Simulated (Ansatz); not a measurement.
LuH2:

```
Lu H
1.0
     0.00000    2.51650    2.51650
     2.51650    0.00000    2.51650
     2.51650    2.51650    0.00000
Lu H
1 2
Direct
  0.00000 0.00000 0.00000
  0.75000 0.75000 0.75000
  0.25000 0.25000 0.25000
```

Base run:

```yaml
Program: Ansatz 0.2.0
Functional: BLYP
Potentials_or_basis: Ansatz PAW
Cutoff: "420 eV (not typed: the program's choice for these potentials)"
k_mesh: 9 × 9 × 9
Occupations: fermi-dirac, width 0.05 eV
Spin: no spin polarisation
```

Its results: band gap on the k mesh none (metal or under the smearing width); pressure 2.0 GPa.

Question: The run is repeated on the same cell with these changes: functional from BLYP to r2SCAN; cutoff from 420 eV (not typed: the program's choice for these potentials) to 500 eV (not typed: the program's choice for these potentials). What comes out?

Answer: Band gap on the k mesh none (metal or under the smearing width); pressure -2.2 GPa.

Caveats: spin-orbit coupling is left out, which moves the levels of the heavy elements; the PAW data sets come from PBE, with cores solved anew for the run's functional, which leaves a small shift of forces and pressure.
